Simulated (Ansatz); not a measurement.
## Bi in Ansatz: the effect of functional

Bi:

```xyz
2
Lattice="2.3120 1.3348 4.0152 -2.3120 1.3348 4.0152 0.0000 -2.6696 4.0152" Properties=species:S:1:pos:R:3 pbc="T T T"
Bi    0.0000    0.0000    9.2270
Bi    0.0000    0.0000    2.8187
```

The cell isn't the ideal one: volume scaled by 1.06.

Alike in all runs:

- Program: Ansatz 0.2.0
- Task: single point
- Potentials or basis: Ansatz PAW
- k mesh: 7 × 7 × 7
- Occupations: fermi-dirac, width 0.05 eV
- Spin: no spin polarisation

```csv
functional,cutoff,gap on the mesh (eV),pressure (GPa),largest force (eV/Å)
LDA,420 eV (not typed: the program's choice for these potentials),0.24,-3.9,0.19
PBEsol,420 eV (not typed: the program's choice for these potentials),?,?,?
r2SCAN,500 eV (not typed: the program's choice for these potentials),0.26,-1.5,0.24
```

Question: What does the run with functional PBEsol give?

Answer: gap on the mesh 0.24 eV; pressure -2.8 GPa; largest force 0.12 eV/Å.

Caveats: odd divisions of the mesh miss points on the zone boundary, where band edges often lie, so the gap on the mesh can be too wide; spin-orbit coupling is left out, which as a rule narrows the gap of such compounds by several tenths of an eV; the PAW data sets come from PBE, with cores solved anew for the run's functional, which leaves a small shift of forces and pressure.

A k mesh can miss the band edges.
